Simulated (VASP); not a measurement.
# Ca under changes of volume

One of the cells (45.424 Å³/atom); the others are scaled copies at fixed shape and fractional positions:

```
Ca
1.0
     3.48590   -3.69379    0.00000
     3.48590    3.69379    0.00000
     0.00000    0.00000    7.05554
Ca
4
Direct
  0.66179 0.33821 0.30349
  0.33821 0.66179 0.69651
  0.83821 0.16179 0.80349
  0.16179 0.83821 0.19651
```

This isn't the form of Ca at room conditions, which is fcc.

| Quantity | Value |
| --- | --- |
| Program | VASP 6.6.1 |
| Functional | PBE |
| Potentials or basis | VASP PAW PBE potentials, release 64 (Ca_sv) |
| Cutoff | 520 eV |
| k mesh | 5 × 5 × 4 |
| Occupations | fermi-dirac, width 0.05 eV |
| Spin | no spin polarisation |

```csv
volume (Å³/atom),energy over the lowest point (meV/atom),pressure (GPa),largest force (eV/Å)
41.862,4.15,0.7,0.028
42.752,?,?,?
43.643,0.00,0.1,0.032
45.424,1.64,-0.4,0.042
46.315,4.35,-0.6,0.047
47.206,8.18,-0.8,0.052
```

Problem. What does the run at 42.752 Å³/atom give?

Solution. Energy over the lowest point 1.29 meV/atom; pressure 0.4 GPa; largest force 0.028 eV/Å.

Worked out: A Birch-Murnaghan fit of order 3 (a polynomial in V^(-2/3)) to the other rows has its minimum at 43.98 Å³/atom with B0 = V·E''(V) = 12.4 GPa and B' = 3.2 at fixed shape and positions, which overstates the stiffness. It gives 1.29 meV/atom at 42.752 Å³/atom, against the run's 1.29, and -dE/dV = 0.4 GPa, against 0.4.

Energies are extrapolated to zero smearing.
